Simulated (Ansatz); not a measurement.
# TaN: an axial (c/a) deformation path

One table from this session's results is given with a row withheld; the runs are named, their logs left out.

Program: Ansatz 0.2.0. Level of theory: DFT PBEsol, scalar-relativistic, plane waves, PAW. These are calculated values, not measurements.

2 further runs of the same task are left out: 2 set aside as unsound or not needed. Runs told in other sessions of the task aren't counted.

### The structure to begin with

Symmetry: P-6m2, No. 187, hexagonal system. Conventional cell: a = 2.924 Å, b = 2.924 Å, c = 2.871 Å, α = 90.00°, β = 90.00°, γ = 120.00°. Ta (site symmetry -6m2) is surrounded by 6 N at 2.22 Å. Around N (site symmetry -6m2) lie 6 Ta at 2.22 Å.

Structure file:

```xyz
2
Lattice="2.9240 0.0000 0.0000 -1.4620 2.5322 0.0000 0.0000 0.0000 2.8707" Properties=species:S:1:pos:R:3 pbc="T T T"
Ta    0.0000    1.6882    1.4354
N     0.0000    0.0000    0.0000
```

This cell was relaxed beforehand with the same method: volume 10.63 Å³/atom, gap on the mesh none (metal).

The first run:

input.yaml

```yaml
crystal:
  lattice:
    - [2.9239890447, 0.0, 0.0]
    - [-1.4619945224, 2.5322487931, 0.0]
    - [0.0, 0.0, 2.8707276427]
  atoms:
    - { symbol: Ta, position: [0.3333333333, 0.6666666667, 0.5] }
    - { symbol: "N", position: [0.0, 0.0, 0.0] }
basis:
  ecutwfc: 420
kpoints:
  mp_grid: { grid: [24, 24, 24] }
hamiltonian:
  xc: pbesol
scf:
  occupations: { method: gaussian, width: 0.15 }
output:
  forces: true
  stress: true
  eigenvalues: true
```

Command:

```console
ansatz run input.yaml --threads 1 --pin off --max-ram 2560MiB --backend cpu --events-out ev --progress --plain --runs-dir out
```

Among the steps run: The undisturbed cell; ρ = 0.850; ρ = 1.200; ρ = 0.920; ρ = 1.100; Point ρ = 0.960; At ρ = 1.050; At ρ = 0.800; ρ = 1.300.

One table of the session follows, with a row left open; its other results are not shown here.

Collected from the runs (energy zero: the undisturbed cell):

```
    ρ  ΔE (meV/atom)  pressure (GPa)
0.800          773.6            19.4
0.850          404.0            11.3
0.920              ?               ?
0.960           24.4             1.5
1.000            0.0             0.0
1.050           34.1            -0.9
1.100          129.3            -0.8
1.200          469.7             1.4
1.300          967.6             5.6
```

**Question.** Estimate the row for ρ = 0.920.

Worked estimate for «ΔE (meV/atom)». A straight line through the neighbours (0.850, 404.0) and (0.960, 24.4) gives 404.0 + (24.4 − 404.0) × (0.920 − 0.850) / (0.960 − 0.850) = 162.4; a parabola fitted to 4 rows on both sides gives 97.2.

**Answer.** ΔE (meV/atom): 103.5; pressure (GPa): 4.1. In «ΔE (meV/atom)» the line misses by +58.9 and the parabola by -6.3.
